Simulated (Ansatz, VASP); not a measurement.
Te2Mo: VASP beside Ansatz

```
Te Mo
1.0
     3.60708    0.00000    0.00000
    -1.80354    3.12383    0.00000
     0.00000    0.00000   17.75466
Te Mo
2 1
Direct
  0.33333 0.66667 0.10214
  0.33333 0.66667 0.89786
  0.00000 0.00000 0.00000
```

Change from the starting cell: volume scaled by 1.04.

Alike in both runs: task single point; functional PBE; k mesh 9 × 9 × 2; occupations fermi-dirac, width 0.05 eV; no spin polarisation.

```csv
,VASP,Ansatz
version,VASP 6.6.1,Ansatz 0.2.0
potentials or method,"VASP PAW PBE potentials, release 64 (Te, Mo_sv)",Ansatz PAW
plane-wave cutoff (eV),520,420
valence electrons in the cell,26,46
```

```tsv
	VASP	Ansatz	Ansatz less VASP
gap on the k mesh at the Fermi level (eV)	0.99	0.99	+0.001
least direct gap on the mesh (eV)	0.99	0.99	+0.001
rms of the force components (eV/Å)	0.142	0.147	+0.0057
```

Atom by atom the forces differ by 0.006 eV/Å (rms over components). With one functional, cell and mesh, what is left measures potentials, basis and numerics. The two sets of potentials don't hold the same shells in valence.

Caveats: spin-orbit coupling is left out, which moves the levels of the heavy elements; odd divisions of the mesh miss points on the zone boundary, where band edges often lie, so the gap on the mesh can be too wide (Ansatz).
